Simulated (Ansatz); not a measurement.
Clean, relaxed (001) surface of Ti, space group P6_3/mmc (No. 194) (top face towards +c; atoms held fixed, by place in the list: 1, 2, 3, 4, 5, 6, 7, 8):

```
CELL_PARAMETERS angstrom
5.77293 0.00000 0.00000
-2.88646 4.99950 0.00000
0.00000 0.00000 23.86112
ATOMIC_POSITIONS crystal
Ti 0.33333 0.16667 0.35623
Ti 0.33333 0.66667 0.35623
Ti 0.83333 0.16667 0.35623
Ti 0.83333 0.66667 0.35623
Ti 0.16667 0.33333 0.45208
Ti 0.16667 0.83333 0.45208
Ti 0.66667 0.33333 0.45208
Ti 0.66667 0.83333 0.45208
Ti 0.33333 0.16667 0.55168
Ti 0.33333 0.66667 0.55168
Ti 0.83333 0.16667 0.55168
Ti 0.83333 0.66667 0.55168
Ti 0.16667 0.33333 0.64248
Ti 0.16667 0.83333 0.64248
Ti 0.66667 0.33333 0.64248
Ti 0.66667 0.83333 0.64248
```

Theory: DFT PBE+D3(BJ), scalar-relativistic, plane waves, PAW in Ansatz 0.2.0. Plane waves to 420 eV, a k mesh through Γ of 6×6×1 on the computed 16-atom cell and Gaussian smearing (0.10 eV); no spin polarisation. A dipole correction removes the field between periodic images along c.

H₂O is adsorbed on the top face, one adsorbate per 28.9 Å², and relaxed from 2 starting sites (fractions of a and b). E_ads counts from the clean slab and the free adsorbate (spin-polarised where it has unpaired electrons); negative means bound. Heights count from the highest slab atom after relaxation. Δφ is the top face's. Δp counts per cell along +c. Bonded neighbours lie within 1.25 times the sum of covalent radii (1.35 for H) and, on that scale, within 12 % of the closest. With the adsorbate the cell is lengthened along c to keep the vacuum.

| start | ends at | E_ads (eV) | height (Å) | shortest contact | Δφ (eV) | Δp (e·Å) | whole? |
| --- | --- | --- | --- | --- | --- | --- | --- |
| top (Ti) at (0.17, 0.33) | (0.18, 0.38), 1 bonded neighbour (Ti) | -0.90 | 2.14 | O–Ti 2.16 Å | -1.01 | +0.157 | yes |
| hollow (Ti-Ti-Ti) at (0.00, 0.00) | (0.93, 0.82), 2 bonded neighbours (Ti) | -0.92 | 1.70 | O–Ti 2.29 Å | -1.30 | +0.203 | yes |

Among the sites tried, the lowest end comes from the hollow (Ti-Ti-Ti) at (0.00, 0.00) start; the top (Ti) at (0.17, 0.33) start ended within 0.02 eV of it, though not always at the same place; other sites may lie lower.

Each end is the local minimum or symmetric point that its start leads to. The slab is only 6.9 Å thick, so the energies aren't converged with thickness.

Cost: 3 runs of about 39 core-minutes in all, on Intel Xeon 6975P-C (Granite Rapids) (shared hosts).